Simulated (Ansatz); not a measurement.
# O (C2/m) in Ansatz: further runs

The runs below take O through single point, equation of state, with LDA.

All numbers are computed with Ansatz 0.2.0; they aren't measurements. Logs are shortened: lines on timing, memory, paths and dates and some standing lists are left out, and cuts for length are marked.

### Step 1. The structure

It takes space group C2/m (No. 12, monoclinic). Conventional cell: a = 5.703 Å, b = 3.325 Å, c = 4.363 Å, α = 90.00°, β = 123.29°, γ = 90.00°. Around O (site symmetry m) lie 1 O at 1.22 Å.

### Step 2. Single point, LDA, 16.25 Å³/atom (volume scaled by 0.94)

Input file input.yaml:

```yaml
crystal:
  lattice:
    - [2.7931946254, -1.6284795617, 0.0]
    - [2.7931946254, 1.6284795617, 0.0]
    - [-2.3456105162, 0.0, 3.5725996965]
  atoms:
    - { symbol: O, position: [0.97454617, 0.97454617, 0.84442598] }
    - { symbol: O, position: [0.02545383, 0.02545383, 0.15557402] }
kpoints:
  mp_grid: { grid: [10, 10, 7] }
scf:
  occupations: { method: fermi_dirac, width: 0.05 }
hamiltonian:
  xc: lda
  pseudopotentials: { kind: all_electron, lapw: { basis_error: 0.001 } }
output:
  forces: true
  stress: true
  eigenvalues: true
```

Potentials or basis: all-electron LAPW, scalar-relativistic.

Run with:

```console
$ ansatz run input.yaml --threads 1 --pin off --max-ram 3072MiB --backend cpu --events-out ev --progress --plain --runs-dir out
```

Standard output:

```text
Warning: RAYON_NUM_THREADS=1 ignored (pool sized by the plan → 1); use --threads N
LAPW: plane waves up to 15.435 Å⁻¹, error target 1.0e-3 eV per atom; small_component_spin mean_spin; O in spheres of 0.599 Å, 8 of its electrons in bands, Dirac shells [] (how accurate: hamiltonian.pseudopotentials.lapw.basis_error, Limitations)
Engine: ansatz 0.2.0, aarch64-unknown-linux-gnu
Pseudopotentials: kind: all_electron
Pseudopotential: O, LAPW, valence charge 8, lapw/all_electron/scalar/gaussian/O, Koelling and Harmon's equation, gaussian nucleus
Functional definition: SPW92
  exchange = slater_x
  correlation = pw_c
Crystal: 2 atoms, lattice volume = 32.501 Å³
Basis set: ecut = 907.6863851087745 eV, 1995 PW (Γ), FFT grids on a1, a2, a1+a3, exchange–correlation at level 2
Bands: 12, of which v1, the nominal top of the filled ones, is band 8 counted from 1 (7 counted from 0)
Symmetry: 4 space group operations
Space group: C2/m (ITA 12), of the structure as read, at distance tolerance 3.2e-5 Å
k-points: 196 of 700
Non-local potential: O, projectors of the file, none
Initial density: superposition of atomic densities (chi_scale 0.1, normalization cell)
Initial wavefunctions: plane waves of lowest kinetic energy (no species holds an atomic orbital)
Functional: x = slater, c = lda
iter 1 solved again at ethr=2.54e-3 eV; its pass at ethr=1.00e-1 eV (dr2=4.07e-1 eV) is discarded
SCF iter   1: F=—  HF=-4066.426224 eV  |F-HF|=—  |Δ(HF+E_count)|=         —  Δρ=4.87e-2  dr2=4.04e-1  ethr=2.54e-3  ⟨swp⟩=2.1  Hψ=15028  notcnv=0
preconditioner: auto → LDOS  [metal: Δε(μ)=0.004 eV  Ē_g=15.171 eV  σ=0.050 eV  W_gap=0.02  n_scr=8 (ndim 8)  ℏωp=20.6 eV  f_vac=0.243  D(μ)=5.57/eV (n_scr^D=96)  β→1.0]
SCF iter   2: F=—  HF=-4066.229783 eV  |F-HF|=—  |Δ(HF+E_count)|=   1.96e-1  Δρ=3.54e-2  dr2=1.09e-1  ethr=2.53e-3  ⟨swp⟩=3.0  Hψ=7826  notcnv=0
SCF iter   3: F=—  HF=-4066.194782 eV  |F-HF|=—  |Δ(HF+E_count)|=   3.50e-2  Δρ=1.77e-2  dr2=1.59e-2  ethr=6.84e-4  ⟨swp⟩=3.0  Hψ=7567  notcnv=0
SCF iter   4: F=—  HF=-4066.195396 eV  |F-HF|=—  |Δ(HF+E_count)|=         —  Δρ=5.28e-3  dr2=3.74e-3  ethr=9.95e-5  ⟨swp⟩=3.0  Hψ=6137  notcnv=0
the basis was enlarged: its passes take 46.2 KiB over the memory plan, 1 of 1 planned eigensolver slots
SCF iter   5: F=—  HF=-4066.194525 eV  |F-HF|=—  |Δ(HF+E_count)|=   8.71e-4  Δρ=3.19e-3  dr2=9.17e-4  ethr=2.34e-5  ⟨swp⟩=3.0  Hψ=5615  notcnv=0
iter 6 solved again at ethr=5.69e-7 eV; its pass at ethr=5.73e-6 eV (dr2=9.11e-5 eV) is discarded
SCF iter   6: F=—  HF=-4066.194404 eV  |F-HF|=—  |Δ(HF+E_count)|=   1.21e-4  Δρ=5.88e-4  dr2=8.89e-5  ethr=5.69e-7  ⟨swp⟩=2.0  Hψ=10391  notcnv=0
SCF iter   7: F=—  HF=-4066.194388 eV  |F-HF|=—  |Δ(HF+E_count)|=   1.57e-5  Δρ=1.21e-4  dr2=4.46e-6  ethr=5.55e-7  ⟨swp⟩=3.0  Hψ=6468  notcnv=0
SCF iter   8: F=—  HF=-4066.194387 eV  |F-HF|=—  |Δ(HF+E_count)|=   9.02e-7  Δρ=1.64e-5  dr2=1.01e-7  ethr=2.79e-8  ⟨swp⟩=3.0  Hψ=6647  notcnv=0
SCF iter   9: F=-4066.194387 eV  HF=-4066.194387 eV  |F-HF|=5.41e-9  |Δ(HF+E_count)|=   2.84e-8  Δρ=2.73e-6  dr2=1.71e-9  ethr=6.32e-10  ⟨swp⟩=3.0  Hψ=6472  notcnv=0
SCF 1 converged in 9 iterations: F = -4066.194387 eV  dr2 = 1.71e-9
SCF converged after 9 iterations
Free energy (F): -4066.194387 eV
Harris-Foulkes:  -4066.194387 eV  (|F-HF|=5.41e-9)
Internal energy: -4066.149044 eV  (E = F + TS)
E sigma→0 (E₀):  -4066.171716 eV
Entropy (-TS):   -0.045343 eV (-22.671 meV/atom)
Fermi energy:    -0.203551 eV
--- Per-component energies (eV) ---
  E_band       = -2148.677874
  E_kinetic    = 4050.443631
  E_xc         = -431.986060
  E_electrostatic = -7684.606615  (all electrons and nuclei)
  E_smearing   = -0.045343  (= −TS)
  E_closure    = 0.000000  (closes the sum)
  E_atoms      = -4055.928987  (free atoms, spherical and without spin; not in F)
  Σ components = -4066.194387   (vs F -4066.194387, Δ=0.00e0)
  Basis errors (estimates in eV, not in F): energy 5.5e-4 per atom: plane waves 5.3e-4 (3.5e-4 summed), levels above the bands 1.1e-108, relativity 2.3e-8, radial functions 1.6e-5, core shells 0.0e0; eigenvalues (radial functions only) 1.9e-6; not estimated: angular momenta, meshes, grids; target (lapw.basis_error) 1.0e-3; muffin-tin radii O 0.599 Å
--- Forces (eV/Å), atoms counted from 1 ---
  atom   1  O      0.02435674     0.00000000    -0.53027234
  atom   2  O     -0.02435674    -0.00000000     0.53027234
  max |Σ_I F_I| component: 0.00e0 eV/Å
--- Stress (GPa, compression-positive) ---
       -1.706311       0.000000      -0.108224
        0.000000      -6.034763      -0.000000
       -0.108224      -0.000000      -1.900140
  P = ⅓ Tr σ = -3.2137 GPa (-32.137 kbar)
--- Band table (eV; the first three rows and the last of 196) ---
  k-point 0: bands = ["-505.2929", "-505.2904", "-27.1331", "-13.6315", "-8.4355", "-6.8596", "-6.8172", "-0.3145", "0.0150", "6.2053", "11.0674", "13.7552"]
  k-point 1: bands = ["-505.2929", "-505.2904", "-27.1257", "-13.7527", "-8.2362", "-6.8750", "-6.8337", "-0.2681", "0.0444", "6.2030", "10.7805", "12.2587"]
  k-point 2: bands = ["-505.2929", "-505.2904", "-27.1092", "-14.0015", "-7.7978", "-6.9091", "-6.8779", "-0.1617", "0.1098", "6.2855", "9.2769", "12.0121"]
  k-point 195: bands = ["-505.2929", "-505.2904", "-26.9940", "-13.7943", "-7.9296", "-7.6044", "-7.1183", "-0.5596", "-0.1152", "8.0665", "10.1365", "11.8145"]
```

Wall time 95 s (1 thread of Arm Neoverse V2, shared host); peak memory 1.9 GiB.

Results:

| Quantity | Value |
| --- | --- |
| Free energy | -4066.1944 eV |
| Pressure | -3.2 GPa |
| Largest force | 0.531 eV/Å |
| Band gap on the k mesh | none (metal or under the smearing width) |

Caveat: spin is off for a triplet molecule.

### Step 3. Single point, LDA, 16.60 Å³/atom (volume scaled by 0.96)

input.yaml: that of step 2 with these lines changed.

```diff
@@ -2,5 +2,5 @@
   lattice:
-    - [2.7931946254, -1.6284795617, 0.0]
-    - [2.7931946254, 1.6284795617, 0.0]
-    - [-2.3456105162, 0.0, 3.5725996965]
+    - [2.8128656582, -1.6399481055, 0.0]
+    - [2.8128656582, 1.6399481055, 0.0]
+    - [-2.3621294444, 0.0, 3.5977596782]
   atoms:
```

Potentials or basis: all-electron LAPW, scalar-relativistic.

Run with:

```console
$ ansatz run input.yaml --threads 1 --pin off --max-ram 3072MiB --backend cpu --events-out ev --progress --plain --runs-dir out
```

Run time: 96 s. Hardware: 1 thread of Arm Neoverse V2, shared host; peak memory 1.9 GiB.

Results (log left out):

```yaml
Free_energy: -4066.1781 eV
Pressure: -4.3 GPa
Largest_force: 0.216 eV/Å
Band_gap_on_the_k_mesh: none (metal or under the smearing width)
```

Caveat: spin is off for a triplet molecule.

### Step 4. Single point, LDA, 16.94 Å³/atom (volume scaled by 0.98)

input.yaml: that of step 3 with these lines changed.

```diff
@@ -2,5 +2,5 @@
   lattice:
-    - [2.8128656582, -1.6399481055, 0.0]
-    - [2.8128656582, 1.6399481055, 0.0]
-    - [-2.3621294444, 0.0, 3.5977596782]
+    - [2.8322653448, -1.6512584499, 0.0]
+    - [2.8322653448, 1.6512584499, 0.0]
+    - [-2.3784205071, 0.0, 3.622572598]
   atoms:
```

Run with:

```console
$ ansatz run input.yaml --threads 1 --pin off --max-ram 3072MiB --backend cpu --events-out ev --progress --plain --runs-dir out
```

It took 96 s on 1 thread of Arm Neoverse V2, shared host; peak memory 1.9 GiB.

Results (log left out):

- Free energy: -4066.1573 eV
- Pressure: -5.3 GPa
- Largest force: 0.749 eV/Å
- Band gap on the k mesh: none (metal or under the smearing width)

Caveat: spin is off for a triplet molecule.

### Step 5. Single point, LDA, 17.29 Å³/atom

input.yaml: that of step 4 with these lines changed.

```diff
@@ -2,5 +2,5 @@
   lattice:
-    - [2.8322653448, -1.6512584499, 0.0]
-    - [2.8322653448, 1.6512584499, 0.0]
-    - [-2.3784205071, 0.0, 3.622572598]
+    - [2.8514028533, -1.66241594, 0.0]
+    - [2.8514028533, 1.66241594, 0.0]
+    - [-2.3944914034, 0.0, 3.6470501824]
   atoms:
```

Run with:

```console
$ ansatz run input.yaml --threads 1 --pin off --max-ram 3072MiB --backend cpu --events-out ev --progress --plain --runs-dir out
```

Wall time 95 s (1 thread of Arm Neoverse V2, shared host); peak memory 1.9 GiB.

Results (log left out):

```
Free energy            : -4066.1324 eV
Pressure               : -6.2 GPa
Largest force          : 1.295 eV/Å
Band gap on the k mesh : none (metal or under the smearing width)
```

Caveat: spin is off for a triplet molecule; forces of over 1 eV/Å show positions far from the minimum, so gaps and moduli don't describe the material at rest.

### Step 6. Single point, LDA, 17.63 Å³/atom (volume scaled by 1.02)

input.yaml: that of step 5 with these lines changed.

```diff
@@ -2,5 +2,5 @@
   lattice:
-    - [2.8514028533, -1.66241594, 0.0]
-    - [2.8514028533, 1.66241594, 0.0]
-    - [-2.3944914034, 0.0, 3.6470501824]
+    - [2.8702868662, -1.6734256379, 0.0]
+    - [2.8702868662, 1.6734256379, 0.0]
+    - [-2.4103494245, 0.0, 3.6712035365]
   atoms:
```

Potentials or basis: all-electron LAPW, scalar-relativistic.

Run with:

```console
$ ansatz run input.yaml --threads 1 --pin off --max-ram 3072MiB --backend cpu --events-out ev --progress --plain --runs-dir out
```

Wall time 93 s (1 thread of Arm Neoverse V2, shared host); peak memory 2 GiB.

The run converged. Its results:

```yaml
Free_energy: -4066.1039 eV
Pressure: -7.0 GPa
Largest_force: 1.807 eV/Å
Band_gap_on_the_k_mesh: none (metal or under the smearing width)
```

Caveat: spin is off for a triplet molecule; forces of over 1 eV/Å show positions far from the minimum, so gaps and moduli don't describe the material at rest.

### Step 7. Single point, LDA, 17.98 Å³/atom (volume scaled by 1.04)

input.yaml: that of step 6 with these lines changed.

```diff
@@ -2,5 +2,5 @@
   lattice:
-    - [2.8702868662, -1.6734256379, 0.0]
-    - [2.8702868662, 1.6734256379, 0.0]
-    - [-2.4103494245, 0.0, 3.6712035365]
+    - [2.8889256149, -1.6842923427, 0.0]
+    - [2.8889256149, 1.6842923427, 0.0]
+    - [-2.4260014827, 0.0, 3.6950431885]
   atoms:
```

Run with:

```console
$ ansatz run input.yaml --threads 1 --pin off --max-ram 3072MiB --backend cpu --events-out ev --progress --plain --runs-dir out
```

Wall time 93 s (1 thread of Arm Neoverse V2, shared host); peak memory 2 GiB.

It converged, with:

```
Free energy            : -4066.0723 eV
Pressure               : -7.7 GPa
Largest force          : 2.286 eV/Å
Band gap on the k mesh : none (metal or under the smearing width)
```

Caveat: spin is off for a triplet molecule; forces of over 1 eV/Å show positions far from the minimum, so gaps and moduli don't describe the material at rest.

### Step 8. Single point, LDA, 18.33 Å³/atom (volume scaled by 1.06)

input.yaml: that of step 7 with these lines changed.

```diff
@@ -2,5 +2,5 @@
   lattice:
-    - [2.8889256149, -1.6842923427, 0.0]
-    - [2.8889256149, 1.6842923427, 0.0]
-    - [-2.4260014827, 0.0, 3.6950431885]
+    - [2.9073269111, -1.6950206086, 0.0]
+    - [2.9073269111, 1.6950206086, 0.0]
+    - [-2.4414541381, 0.0, 3.71857913]
   atoms:
```

Run with:

```console
$ ansatz run input.yaml --threads 1 --pin off --max-ram 3072MiB --backend cpu --events-out ev --progress --plain --runs-dir out
```

Run time: 91 s. Hardware: 1 thread of Arm Neoverse V2, shared host; peak memory 2 GiB.

The run converged. Its results:

```yaml
Free_energy: -4066.0377 eV
Pressure: -8.3 GPa
Largest_force: 2.733 eV/Å
Band_gap_on_the_k_mesh: none (metal or under the smearing width)
```

Caveat: spin is off for a triplet molecule; forces of over 1 eV/Å show positions far from the minimum, so gaps and moduli don't describe the material at rest.

### Step 9. Equation of state, LDA

Potentials or basis: all-electron LAPW, scalar-relativistic.

This step only gathers the single runs of the series.

Results:

```yaml
Equilibrium_volume: "15.43 Å³/atom (rough: see the caveat)"
Bulk_modulus_at_fixed_shape_and_positions: 69 GPa (rough)
```

Energy against volume, from the lowest point:
```tsv
volume (Å³/atom)	energy (meV/atom)
16.251	0.00
16.596	8.15
16.942	18.56
17.288	30.99
17.634	45.23
17.979	61.06
18.325	78.33
```

Caveat: spin is off for a triplet molecule; the minimum lies outside the volumes run; the cell was scaled at fixed shape and fractional positions, which overstates the stiffness of a crystal with free parameters, most of all of layers and chains.
